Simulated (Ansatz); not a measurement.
# SnSe: the cost of one run

Method: DFT PBEsol, scalar-relativistic, plane waves, PAW, in Ansatz 0.2.0.

1 further run of the same task is left out (set aside as unsound or not needed).

## (1) The starting structure

Symmetry: P4/nmm, No. 129, tetragonal system. Conventional cell: a = 4.285 Å, b = 4.285 Å, c = 10.991 Å, α = 90.00°, β = 90.00°, γ = 90.00°. Sn (site symmetry 4mm) has 5 Se at 2.68 to 3.03 Å as nearest neighbours. Se (site symmetry 4mm) is surrounded by 5 Sn at 2.68 to 3.03 Å.

Coordinates:

```
CELL_PARAMETERS angstrom
4.28533 0.00000 0.00000
0.00000 4.28533 0.00000
0.00000 0.00000 10.99069
ATOMIC_POSITIONS crystal
Sn 0.50000 0.00000 0.37223
Sn 0.00000 0.50000 0.62777
Se 0.50000 0.00000 0.61604
Se 0.00000 0.50000 0.38396
```

The structure comes from the Materials Project (structure only).

## (2) Probe: one point at the start

Input file input.yaml:

```yaml
crystal:
  lattice:
    - [4.2853274191, 0.0, 0.0]
    - [0.0, 4.2853274191, 0.0]
    - [0.0, 0.0, 10.99069213]
  atoms:
    - { symbol: Sn, position: [0.5, 0.0, 0.37222911] }
    - { symbol: Sn, position: [0.0, 0.5, 0.62777089] }
    - { symbol: Se, position: [0.5, 0.0, 0.61603949] }
    - { symbol: Se, position: [0.0, 0.5, 0.38396051] }
basis:
  ecutwfc: 420
kpoints:
  mp_grid: { grid: [4, 4, 2] }
hamiltonian:
  xc: pbesol
scf:
  occupations: { method: gaussian, width: 0.1 }
output:
  forces: true
  stress: true
  eigenvalues: true
```

The run is started by

```sh
$ ansatz run input.yaml --threads 1 --pin off --max-ram 1228MiB --backend cpu --events-out ev --progress --plain --runs-dir out
```

Q: Estimate wall time and peak memory on 1 thread of an Arm CPU, shared host.

About 4.8 s, with a peak of 0.48 GiB.
